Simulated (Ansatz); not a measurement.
# MoS2: the cost of one run

Method: DFT PBE+D3(BJ), scalar-relativistic, plane waves, PAW, in Ansatz 0.2.0.

The COD entry's cell or inner coordinates are ideal or old and differ from later refinements, so a difference from it is no clean test against experiment.

3 further runs of the same task are left out: 1 that didn't finish, 2 set aside as unsound or not needed.

## Step 1: The starting structure

The structure is trigonal, space group R-3m (No. 166). The conventional cell has a = 3.133 Å, b = 3.133 Å, c = 17.877 Å, α = 90.00°, β = 90.00°, γ = 120.00°. Around Mo (site symmetry -3m) lie 6 S at 2.42 Å. S (site symmetry 3m) is surrounded by 3 Mo at 2.42 Å.

As a file:

```cif
data_structure
_symmetry_space_group_name_H-M 'R-3m:H'
_symmetry_Int_Tables_number 166
_cell_length_a 3.1335
_cell_length_b 3.1335
_cell_length_c 17.8767
_cell_angle_alpha 90.000
_cell_angle_beta 90.000
_cell_angle_gamma 120.000
_cell_volume 152.01
loop_
_atom_site_label
_atom_site_type_symbol
_atom_site_symmetry_multiplicity
_atom_site_Wyckoff_symbol
_atom_site_fract_x
_atom_site_fract_y
_atom_site_fract_z
_atom_site_occupancy
Mo1 Mo 3 a 0.00000 0.00000 0.00000 1
S1 S 6 c 0.00000 0.00000 0.75633 1
```

It is the result of an earlier relaxation at this level (volume 16.89 Å³/atom; gap on the mesh: none (metal)).

## Step 2: Electronic structure at the relaxed geometry

File input.yaml:

```yaml
crystal:
  lattice:
    - [1.5667288572, 0.9045513275, 5.9589012299]
    - [-1.5667288572, 0.9045513275, 5.9589012299]
    - [0.0, -1.8091026549, 5.9589012299]
  atoms:
    - { symbol: Mo, position: [0.0, 0.0, 0.0] }
    - { symbol: S, position: [0.7563304602, 0.7563304602, 0.7563304602] }
    - { symbol: S, position: [0.2436695398, 0.2436695398, 0.2436695398] }
basis:
  ecutwfc: 420
kpoints:
  mp_grid: { grid: [18, 18, 18] }
  band_path:
    path:
      - [[0.0, 0.0, 0.0], [0.5, 0.5, 0.5], [0.81797151, 0.18202849, 0.5]]
      - [[0.5, -0.18202849, 0.18202849], [0.5, 0.0, 0.0], [0.0, 0.0, 0.0], [0.34101425, -0.34101425, 0.0]]
      - [[0.65898575, 0.0, 0.34101425], [0.5, 0.0, 0.5], [0.0, 0.0, 0.0]]
    npoints: 14
hamiltonian:
  xc: pbe
  dispersion: d3bj
scf:
  occupations: { method: gaussian, width: 0.1 }
  n_extra_bands: 7
output:
  forces: true
  stress: true
  eigenvalues: true
  populations: true
  dos: { projected: true, de: 0.02, nscf_kmesh: { grid: [27, 27, 27] } }
  bader: true
  write_density: true
  write_potential: true
  elf: true
  volumetric_format: npy
```

On the command line:

```
$ ansatz run input.yaml --threads 1 --pin off --max-ram 2560MiB --backend cpu --events-out ev --progress --plain --runs-dir out
```

**Question.** How long does this run take on 1 thread of Arm Neoverse V2, shared host, and how much memory does it need?

About 95 s, with a peak of 1.2 GiB.
